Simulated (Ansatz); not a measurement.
## SnO2: levels along high-symmetry lines

```
CELL_PARAMETERS angstrom
0.00000 2.57171 2.57171
2.57171 0.00000 2.57171
2.57171 2.57171 0.00000
ATOMIC_POSITIONS crystal
Sn 0.00000 0.00000 0.00000
O 0.25000 0.25000 0.25000
O 0.75000 0.75000 0.75000
```

Atoms are numbered in the order listed.

The structure comes from a relaxation in the same program, started in the fluorite type, and has space group Fm-3m. Whether it is a known phase or the ground state wasn't checked.

No spin–orbit coupling, which matters for the heavy atoms here.

Level of theory: DFT, PBE, all-electron LAPW, scalar-relativistic in Ansatz 0.2.0.

Numerical set-up: a Γ-centred 11×11×11 k mesh, Fermi–Dirac smearing of 0.05 eV, basis error target 1 meV/atom, no spin polarisation.

Points in fractions of the reciprocal vectors of this cell: Γ (0, 0, 0), X (0.5, 0, 0.5), U (0.625, 0.25, 0.625), K (0.375, 0.375, 0.75), L (0.5, 0.5, 0.5), W (0.5, 0.25, 0.75). The path joins them by straight lines in the order Γ–X–U–K–Γ–L–W–X; legs that retrace an earlier one aren't tabulated. Energies are in eV from the Fermi level.

Problem. List the levels at Γ between -20 and 6.5 eV.

Solution. -19.48, -15.86, -2.96 (×3), -1.48 (×3), -0.31.

Problem. List the levels at L between -20 and 6.5 eV.

Solution. -17.49, -16.88, -5.97, -3.89, -3.39 (×2), -2.19 (×2), 4.35.

Problem. List the levels at W between -20 and 6.5 eV.

Solution. -16.83 (×2), -8.05, -5.93, -3.18 (×2), -0.44, -0.17, 3.99.

Problem. What is the band gap?

Solution. none: bands cross the Fermi level, a metal.
